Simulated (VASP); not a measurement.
Input of a VASP 6.6.1 run:

INCAR

```
SYSTEM = Ru
ALGO = Fast
DIPOL = 0.5 0.5 0.500
EDIFF = 1E-6
EDIFFG = -0.02
ENCUT = 520
IBRION = 2
IDIPOL = 3
ISIF = 2
ISMEAR = 1
LASPH = .TRUE.
LCHARG = .FALSE.
LDIPOL = .TRUE.
LREAL = .FALSE.
LWAVE = .FALSE.
NELM = 120
NSW = 90
PREC = Accurate
SIGMA = 0.1
```

File KPOINTS:

```
k-points
0
G
  14 14 1
  0 0 0
```

POSCAR

```
Ru
1.0
    2.6764199300      0.0000000000      0.0000000000
   -1.3382099600      2.3178476100      0.0000000000
    0.0000000000      0.0000000000     27.5997616100
Ru
4
Selective dynamics
Direct
    0.3333330000      0.6666670000      0.3850929100  F F F
    0.6666670000      0.3333330000      0.4616976400  T T T
    0.3333330000      0.6666670000      0.5383023600  T T T
    0.6666670000      0.3333330000      0.6149070900  T T T
```

Potentials or basis: VASP PAW LDA potentials, release 64 (Ru_pv).

Launch:

```console
$ cat potpaw_LDA.64/Ru_pv/POTCAR > POTCAR
$ mpirun -np 1 vasp_std > vasp.out
```

Question: Estimate the band gap on the k mesh.

Answer: None (metal or under the smearing width).

Question: Predict the energy gained by relaxing.

Answer: 13.5 meV/atom.

Step by step:
| step | energy change (eV) | largest force (eV/Å) | pressure (GPa) |
| --- | --- | --- | --- |
| 1 | 0.0000 | 0.7524 | -3.91 |
| 2 | -0.0296 | 0.5363 | -3.34 |
| 3 | -0.0296 | 0.5483 | -3.38 |
| 4 | -0.0356 | 0.4839 | -3.20 |
| 5 | -0.0484 | 0.2869 | -2.65 |
| 6 | -0.0499 | 0.2042 | -1.48 |
| 7 | -0.0533 | 0.0915 | -2.03 |
| 8 | -0.0532 | 0.1264 | -2.14 |
| 9 | -0.0539 | 0.0302 | -2.09 |
| 10 | -0.0539 | 0.0272 | -2.09 |
| 11 | -0.0538 | 0.0441 | -2.08 |
| 12 | -0.0539 | 0.0052 | -2.09 |
